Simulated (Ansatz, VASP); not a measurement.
PbF2 in VASP and in Ansatz

The input INCAR:

```
PREC = Accurate ; ENCUT = 520
EDIFF = 1E-6 ; ISMEAR = 0
SIGMA = 0.05 ; LREAL = F
LASPH = T ; NELM = 60
ALGO = Normal ; ISIF = 2
LWAVE = F ; LCHARG = T
GGA = PE ; LELF = T
LVHAR = T ; NBANDS = 21
```

The input KPOINTS:

```
Automatic mesh
0
Gamma
  8 8 8
```

Contents of POSCAR:

```
PbF2
1.0
    0.0000000000      3.0478085625      3.0478085625
    2.9698500000      0.0779585625      2.9698500000
    2.9698500000      2.9698500000      0.0779585625
Pb F
1 2
Direct
    0.0000000000      0.0000000000      0.0000000000
    0.2500000000      0.2500000000      0.2500000000
    0.7500000000      0.7500000000      0.7500000000
```

Input for Ansatz:

```yaml
crystal:
  lattice:
    - [0.0, 3.0478085625, 3.0478085625]
    - [2.96985, 0.0779585625, 2.96985]
    - [2.96985, 2.96985, 0.0779585625]
  atoms:
    - { symbol: Pb, position: [0.0, 0.0, 0.0] }
    - { symbol: F, position: [0.25, 0.25, 0.25] }
    - { symbol: F, position: [0.75, 0.75, 0.75] }
basis:
  ecutwfc: 420
kpoints:
  mp_grid: { grid: [8, 8, 8] }
hamiltonian:
  xc: pbe
scf:
  occupations: { method: gaussian, width: 0.05 }
output:
  forces: true
  stress: true
  eigenvalues: true
```

Change from the starting cell: strain +0.0525 x Voigt [0, 0, 0, 1, 0, 0], atoms carried along.

Alike in both runs: task single point; functional PBE; k mesh 8 × 8 × 8; occupations gaussian, width 0.05 eV; no spin polarisation.

```csv
,VASP,Ansatz
version,VASP 6.6.1,Ansatz 0.2.0
potentials or method,"VASP PAW PBE potentials, release 64 (Pb_d, F)","scalar-relativistic, plane waves, PAW"
plane-wave cutoff (eV),520,420
valence electrons in the cell,28,28
```

Ansatz gave:

| Quantity | Value |
| --- | --- |
| gap on the k mesh at the Fermi level (eV) | 4.39 |
| least direct gap on the mesh (eV) | 4.54 |
| pressure (GPa) | 2.5 |
| largest component of the traceless stress (GPa) | 1.71 |
| rms of the force components (eV/Å) | 0.070 |

Estimate VASP's values.

gap on the k mesh at the Fermi level (eV): 4.38; least direct gap on the mesh (eV): 4.54; pressure (GPa): 2.3; largest component of the traceless stress (GPa): 1.73; rms of the force components (eV/Å): 0.071.

Atom by atom the forces differ by 0.001 eV/Å (rms over components).

Caveats: spin-orbit coupling is left out, which as a rule narrows the gap of such compounds by several tenths of an eV. A k mesh can miss the band edges.
